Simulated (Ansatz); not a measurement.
Sb under changes of volume

One of the cells (26.666 Å³/atom); the others are scaled copies at fixed shape and fractional positions:

```
Sb
1.0
     0.00000    2.37124    2.37124
     2.37124    0.00000    2.37124
     2.37124    2.37124    0.00000
Sb
1
Direct
  0.00000 0.00000 0.00000
```

This isn't the form of Sb at room conditions, which is rhombohedral.

```yaml
Program: Ansatz 0.2.0
Functional: HSE06
Potentials_or_basis: Ansatz PAW
Cutoff: "420 eV (not typed: the program's choice for these potentials)"
k_mesh: 6 × 6 × 6
Occupations: fermi-dirac, width 0.05 eV
Spin: no spin polarisation
```

```csv
volume (Å³/atom),energy over the lowest point (meV/atom),pressure (GPa)
25.066,?,?
25.599,6.47,2.6
26.133,0.80,1.1
26.666,0.00,-0.2
27.199,3.39,-1.4
27.733,10.31,-2.5
28.266,20.34,-3.4
```

Problem. What does the run at 25.066 Å³/atom give?

Solution. Energy over the lowest point 17.76 meV/atom; pressure 4.2 GPa.

Worked out: A Birch-Murnaghan fit of order 3 (a polynomial in V^(-2/3)) to the other rows has its minimum at 26.49 Å³/atom with B0 = V·E''(V) = 65 GPa and B' = 6.5. It gives 17.75 meV/atom at 25.066 Å³/atom, against the run's 17.76, and -dE/dV = 4.3 GPa, against 4.2.

Energies are extrapolated to zero smearing.

Caveats: all runs use coarse meshes; the PAW data sets come from PBE, with cores solved anew for the run's functional, which leaves a small shift of forces and pressure; the thresholds are loose for stress.
